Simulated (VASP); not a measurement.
# Vibrations of Al2O3 (Corundum) at several levels of theory, part 3 of 3

How much do the zone-centre frequencies of Al2O3 (Corundum) depend on the functional? The starting structure is a measured crystal structure from the Crystallography Open Database.

VASP 6.6.1.

Results so far: LDA Eg (5) 754.4 cm⁻¹; LDA at the measured cell Eg (5) 733.1 cm⁻¹; PBEsol Eg (5) 734.2 cm⁻¹; PBE Eg (5) 716.3 cm⁻¹; PBEsol + D3(BJ) Eg (5) 752.4 cm⁻¹.

### 7. Modes with r2SCAN

Level of this step: r2SCAN; plane waves and PAW (Al, O) (VASP).

r2SCAN adds the kinetic-energy density, costs more than a GGA and is run with LASPH. The cell comes from a relaxation at this level, not shown (84.80 Å³).

INCAR reads:

```
SYSTEM = Al2O3
PREC = Accurate
ENCUT = 520
EDIFF = 1E-08
NELM = 100
ISMEAR = 0
SIGMA = 0.03
LREAL = .FALSE.
ALGO = Normal
METAGGA = R2SCAN
LASPH = .TRUE.
NBANDS = 34
LORBIT = 11
LWAVE = .FALSE.
LCHARG = .FALSE.
KPAR = 16
IBRION = 6
NFREE = 2
POTIM = 0.015
NSW = 1
ISIF = 2
```

POSCAR reads:

```
Al2O3
1.0
    2.3780221102      1.3729517054      4.3286375373
   -2.3780221102      1.3729517054      4.3286375373
    0.0000000000     -2.7459034108      4.3286375373
Al O
4 6
Direct
    0.1481619443      0.1481619443      0.1481619443
    0.3518380557      0.3518380557      0.3518380557
    0.8518380557      0.8518380557      0.8518380557
    0.6481619443      0.6481619443      0.6481619443
    0.9437029592      0.2500000000      0.5562970408
    0.5562970408      0.9437029592      0.2500000000
    0.2500000000      0.5562970408      0.9437029592
    0.0562970408      0.7500000000      0.4437029592
    0.4437029592      0.0562970408      0.7500000000
    0.7500000000      0.4437029592      0.0562970408
```

KPOINTS reads:

```
Automatic mesh
0
Gamma
6 6 6
0 0 0
```

PAW data sets: Al and O (PBE family, release 64).

The run is started by

```bash
mpirun -np 16 vasp_std
```

Log:

```text
[banner, memory and clock lines left out]
running   16 mpi-ranks, on    1 nodes
[...]
[... a notice as in an earlier step ...]

 [... a notice as in an earlier step ...]

 LDA part: xc-table for (None), standard interpolation
 POSCAR, INCAR and KPOINTS ok, starting setup
[...]
entering main loop
       N       E                     dE             d eps       ncg     rms          rms(c)
DAV:   1     0.206777799042E+03    0.20678E+03   -0.26391E+04  2176   0.139E+03
DAV:   2    -0.104276388603E+03   -0.31105E+03   -0.29909E+03  2798   0.301E+02
DAV:   3    -0.117653211688E+03   -0.13377E+02   -0.13320E+02  2806   0.640E+01
DAV:   4    -0.117758000280E+03   -0.10479E+00   -0.10474E+00  2688   0.647E+00
[...]
DAV:  17    -0.962696451207E+02   -0.92328E-07   -0.48668E-10  1334   0.135E-04    0.541E-05
DAV:  18    -0.962696451396E+02   -0.18865E-07   -0.31322E-10  1304   0.105E-04    0.127E-05
DAV:  19    -0.962696451405E+02   -0.94315E-09   -0.91228E-12  1276   0.252E-05
   1 F= -.96269645E+02 E0= -.96269645E+02  d E =-.138048E-26
[... from here on, the cycles between the ionic steps are left out ...]
   2 F= -.96267349E+02 E0= -.96267349E+02  d E =-.625028E-26
   3 F= -.96267318E+02 E0= -.96267318E+02  d E =-.682661E-26
   4 F= -.96267476E+02 E0= -.96267476E+02  d E =-.117344E-27
   5 F= -.96267493E+02 E0= -.96267493E+02  d E =-.362243E-25
   6 F= -.96267486E+02 E0= -.96267486E+02  d E =-.282699E-11
   7 F= -.96267441E+02 E0= -.96267441E+02  d E =-.270671E-22
   8 F= -.96267786E+02 E0= -.96267786E+02  d E =-.235698E-26
   9 F= -.96267786E+02 E0= -.96267786E+02  d E =-.235871E-26
 Finite differences progress:
  Degree of freedom:   4/  4
  Displacement:        2/  2
  Total:               8/  8
```

Wall time 8.2 min (16 MPI ranks of Intel Xeon Platinum 8375C at 2.90GHz (Ice Lake), shared host); peak memory 9.8 GiB; 2.2 h of CPU time.

OUTCAR, selected parts (step 7):

```text
  Total       -0.0386953      0.0356290     -0.0047789     -0.0208300      0.0307130      0.0163666
  in kB       -0.7311315      0.6731948     -0.0902946     -0.3935737      0.5803091      0.3092391
  external PRESSURE =      -0.0494104 kB  Pullay stress =       0.0000000 kB

 POSITION                                       TOTAL-FORCE (eV/Angst)
 -----------------------------------------------------------------------------------
      0.00000      0.00000      1.92402         0.001185     -0.001312     -0.016246
      0.00000      0.00000      4.56894         0.002898      0.001850     -0.014899
      0.00000      0.00000     11.06189         0.016746     -0.030911     -0.034575
      0.00000      0.00000      8.41697         0.032906      0.000967     -0.032382
      1.64964      0.11136      7.56012        -0.076531      0.043102      0.248108
     -0.92126      1.37295      7.57512         0.003971      0.002388      0.008264
     -0.72838     -1.48431      7.57512         0.000344     -0.005362      0.008176
     -1.64964     -0.11136      5.41080         0.050230     -0.029076     -0.073315
      0.92126     -1.37295      5.41080        -0.028372     -0.013495     -0.046601
      0.72838      1.48431      5.41080        -0.003377      0.031849     -0.046530
 -----------------------------------------------------------------------------------
    total drift:                                0.000014      0.000002      0.000524

  FREE ENERGIE OF THE ION-ELECTRON SYSTEM (eV)
  ---------------------------------------------------
  free  energy   TOTEN  =       -96.2677857501 eV

  energy  without entropy=      -96.2677857501  energy(sigma->0) =      -96.26778575

[... 1 part as in an earlier step ...]

[... 2 further parts left out ...]
[key lines of the parts left out:]
E-fermi :   5.9769
```

With r2SCAN the modes are at the top A2g (3) 762.1, Eg (5) 758.3 cm⁻¹, at the bottom Eg (1) 382.9, A2g (1) 311.6 cm⁻¹, with 14 more of the listed ones between; the largest shift is +13.9 cm⁻¹, in A2g (2), from LDA.

### 8. The runs compared

```csv
run,Eg (5),A2g (3),A1u (2),A1g (2),A2u (1),Eu (1),Eg (1),A2g (1),core minutes
LDA,754.4,751.9,691.1,645.6,397.2,390.1,374.0,312.9,61.4
LDA at the measured cell,733.1,733.7,677.9,629.4,390.1,378.8,368.4,303.0,59.5
PBEsol,734.2,733.7,675.8,627.9,385.0,378.0,364.9,300.2,48.3
PBE,716.3,720.2,664.6,611.8,374.5,363.9,359.4,286.6,47.2
PBEsol + D3(BJ),752.4,749.2,687.5,642.6,391.3,387.5,369.8,308.2,51.2
r2SCAN,758.3,762.1,702.7,650.8,403.3,388.3,382.9,311.6,132.0
```

Modes are in cm⁻¹, degenerate ones as one, matched between runs by symmetry and order. A number in brackets counts the listed modes of one symmetry from the lowest. The symmetry labels come from an automatic analysis and can be wrong where levels nearly coincide. Between the highest four and the lowest four, 10 more are left out. Core minutes are wall time times ranks of the run shown, on a shared host.

### 9. Outcome

| Quantity | Value |
| --- | --- |
| Eg (5), LDA | 754.4 cm⁻¹ |
| A2g (1), LDA | 312.9 cm⁻¹ |
| Eg (5), LDA at the measured cell | 733.1 cm⁻¹ |
| A2g (1), LDA at the measured cell | 303.0 cm⁻¹ |
| Eg (5), PBEsol | 734.2 cm⁻¹ |
| A2g (1), PBEsol | 300.2 cm⁻¹ |
| Eg (5), PBE | 716.3 cm⁻¹ |
| A2g (1), PBE | 286.6 cm⁻¹ |
| Eg (5), PBEsol + D3(BJ) | 752.4 cm⁻¹ |
| A2g (1), PBEsol + D3(BJ) | 308.2 cm⁻¹ |
| Eg (5), r2SCAN | 758.3 cm⁻¹ |
| A2g (1), r2SCAN | 311.6 cm⁻¹ |

On the cells relaxed at each level, the Eg (5) mode of Al2O3 (Corundum), the highest of the listed ones in the run with LDA, lies between 716 cm⁻¹ (PBE) and 758 cm⁻¹ (r2SCAN). On the cells relaxed at each level, the A2g (1) mode of Al2O3 (Corundum), the lowest of the listed ones in the run with LDA, lies between 287 cm⁻¹ (PBE) and 313 cm⁻¹ (LDA). Taking the measured cell, +1.7 % in volume, instead of the one relaxed with LDA moves Eg (5) by -21.3 cm⁻¹. LASPH is on in some of these runs and off in others, which adds a little to the differences. The frequencies are harmonic, and the splitting of polar modes by their long-range field is left out. Further runs on this material are not shown.

[Lines on the potential files, build, host, timing and source positions are cut from VASP's logs without a mark.]

[Logs are printed without paths, hosts, clocks, repeated set-up lines and the standing remarks that a program may print on its own settings, such as how far it seeks lower states.]

[Hosts, paths, dates, database ids (printed as entryN), source tags and the programs' standing remarks are cut or masked in the printed files.]
